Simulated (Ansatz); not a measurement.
PtS2 under changes of volume

One of the cells (18.261 Å³/atom); the others are scaled copies at fixed shape and fractional positions:

```
Pt S
1.0
     3.54320    0.00000    0.00000
    -1.77160    3.06850    0.00000
     0.00000    0.00000    5.03880
Pt S
1 2
Direct
  0.00000 0.00000 0.00000
  0.66667 0.33333 0.77300
  0.33333 0.66667 0.22700
```

| Property | Result |
| --- | --- |
| Program | Ansatz 0.2.0 |
| Functional | PBEsol |
| Potentials or basis | Ansatz PAW |
| Cutoff | 420 eV (not typed: the program's choice for these potentials) |
| k mesh | 9 × 9 × 5 |
| Occupations | fermi-dirac, width 0.05 eV |
| Spin | no spin polarisation |

```csv
volume (Å³/atom),energy over the lowest point (meV/atom),pressure (GPa),gap on the mesh (eV),largest force (eV/Å)
17.165,97.36,18.4,1.01,2.006
17.531,60.57,14.0,0.99,1.625
17.896,33.40,10.0,0.97,1.275
18.261,?,?,?,?
18.626,3.97,3.2,0.93,0.654
18.992,0.00,0.3,0.91,0.380
19.357,2.19,-2.2,0.89,0.127
```

Q: What does the run at 18.261 Å³/atom give?

A: Energy over the lowest point 14.84 meV/atom; pressure 6.4 GPa; gap on the mesh 0.95 eV; largest force 0.952 eV/Å.

Worked out: A Birch-Murnaghan fit of order 3 (a polynomial in V^(-2/3)) to the other rows has its minimum at 19.04 Å³/atom with B0 = V·E''(V) = 139 GPa and B' = 4.6 at fixed shape and positions, which overstates the stiffness. It gives 14.85 meV/atom at 18.261 Å³/atom, against the run's 14.84, and -dE/dV = 6.4 GPa, against 6.4. A straight line through the other rows of the gap, of slope -0.999 eV per unit of ln V, gives 0.95 eV, against the run's 0.95.

Energies are extrapolated to zero smearing.

Caveats: odd divisions of the mesh miss points on the zone boundary, where band edges often lie, so the gap on the mesh can be too wide; spin-orbit coupling is left out, which moves the levels of the heavy elements; the PAW data sets come from PBE, with cores solved anew for the run's functional, which leaves a small shift of forces and pressure; forces of over 1 eV/Å show positions far from the minimum, so gaps and moduli don't describe the material at rest (some runs).

A mesh can miss the band edges.
